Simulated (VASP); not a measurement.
Here is a VASP 6.6.1 calculation.

INCAR

```
ALGO     = Normal         # electronic algorithm
EDIFF    = 1E-6           # SCF threshold, eV
ENCUT    = 520            # plane-wave cutoff, eV
GGA      = RE             # functional
ISIF     = 2              # what is computed and relaxed
ISMEAR   = -1             # smearing method
LASPH    = True           # aspherical terms in the spheres
LCHARG   = False          # write CHGCAR
LREAL    = False          # projectors in reciprocal space
LWAVE    = False          # write WAVECAR
NBANDS   = 13             # bands
NELM     = 100            # most SCF steps
PREC     = Accurate       # precision mode
SIGMA    = 0.1            # smearing width, eV
```

Contents of KPOINTS:

```
k-points
0
Gamma
  12 12 6
```

Contents of POSCAR:

```
Se
1.0
    3.7006218112      0.0000000000      0.0000000000
   -1.8503109056      3.2048324982      0.0000000000
    0.0000000000      0.0000000000      3.8558405142
Se
2
Direct
    0.3333333333      0.6666666667      0.2500000000
    0.6666666667      0.3333333333      0.7500000000
```

Potentials or basis: VASP PAW PBE potentials, release 64 (Se).

Run with:

```console
$ cat potpaw_PBE.64/Se/POTCAR > POTCAR
$ mpirun -np 1 vasp_std > vasp.out
```

**Question.** What does it give for the pressure?

**Answer.** 0.0 GPa.

**Question.** What does it give for the band gap on the k mesh?

**Answer.** None (metal or under the smearing width).

Caveat: the PAW data sets were made with another functional, which shifts forces and pressure a little.
